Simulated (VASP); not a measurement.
Set up this calculation in VASP 6.6.1, as the native input.

| Property | Result |
| --- | --- |
| Task | single point |
| Functional | PBEsol |
| Potentials or basis | VASP PAW PBE potentials, release 64 (P) |
| Cutoff | 520 eV |
| k mesh | 8 × 8 × 6 |
| Occupations | fermi-dirac, width 0.05 eV |
| Spin | no spin polarisation |
| Ladder | free |
| Further INCAR settings | ALGO = Normal; EDIFF = 1e-07; NBANDS = 18 |

The structure of P lies in POSCAR:

```
P
1.0
    1.6477431241     -5.4650377251      0.0000000000
    1.6477431241      5.4650377251      0.0000000000
    0.0000000000      0.0000000000      4.5436355900
P
4
Direct
    0.9041431300      0.0958568700      0.5888151700
    0.0958568700      0.9041431300      0.4111848300
    0.5958568700      0.4041431300      0.0888151700
    0.4041431300      0.5958568700      0.9111848300
```

One way to write it, as run:

INCAR

```
PREC     = Accurate       # precision mode
ENCUT    = 520            # plane-wave cutoff, eV
EDIFF    = 1E-7           # SCF threshold, eV
ISMEAR   = -1             # smearing method
SIGMA    = 0.05           # smearing width, eV
LREAL    = False          # projectors in reciprocal space
LASPH    = True           # aspherical terms in the spheres
NELM     = 60             # most SCF steps
ALGO     = Normal         # electronic algorithm
ISIF     = 2              # what is computed and relaxed
LWAVE    = False          # write WAVECAR
LCHARG   = True           # write CHGCAR
GGA      = PS             # functional
LELF     = True           # ELF
LVHAR    = True         
NBANDS   = 18             # bands
```

KPOINTS

```
regular mesh
0
Gamma
  8 8 6
```

Potentials or basis: VASP PAW PBE potentials, release 64 (P).

The run is started by

```bash
$ cat potpaw_PBE.64/P/POTCAR > POTCAR
$ mpirun -np 1 vasp_std > vasp.out
```

It gave:

```json
{"Pressure": "-0.7 GPa", "Largest force": "0.277 eV/Å", "Band gap on the k mesh": "0.02 eV, direct"}
```

Caveat: the PAW data sets were made with another functional, which shifts forces and pressure a little.

It took 93 s on 1 thread of AMD EPYC 9R45 (Zen 5) (shared host), peak memory 0.24 GiB.
